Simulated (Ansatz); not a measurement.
Sb:

```
Sb
1.0
     3.16000    0.00000    0.00000
     0.00000    3.16000    0.00000
     0.00000    0.00000    3.16000
Sb
1
Cartesian
  0.0000 0.0000 0.0000
```

This isn't the form of Sb at room conditions, which is rhombohedral.

Base run:

| Quantity | Value |
| --- | --- |
| Program | Ansatz 0.2.0 |
| Functional | PBEsol |
| Potentials or basis | Ansatz PAW |
| Cutoff | 420 eV (not typed: the program's choice for these potentials) |
| k mesh | 6 × 6 × 6 |
| Occupations | fermi-dirac, width 0.05 eV |
| Spin | spin-orbit coupling, no magnetisation |

Its results: band gap on the k mesh none (metal or under the smearing width); pressure -4.3 GPa.

The run is repeated on the same cell with these changes: functional from PBEsol to PBE. What comes out?

Band gap on the k mesh none (metal or under the smearing width); pressure -1.9 GPa.

PBE binds less tightly than PBEsol, so the same cell stands under more pressure.

Caveats: the PAW data sets come from PBE, with cores solved anew for the run's functional, which leaves a small shift of forces and pressure (some runs).
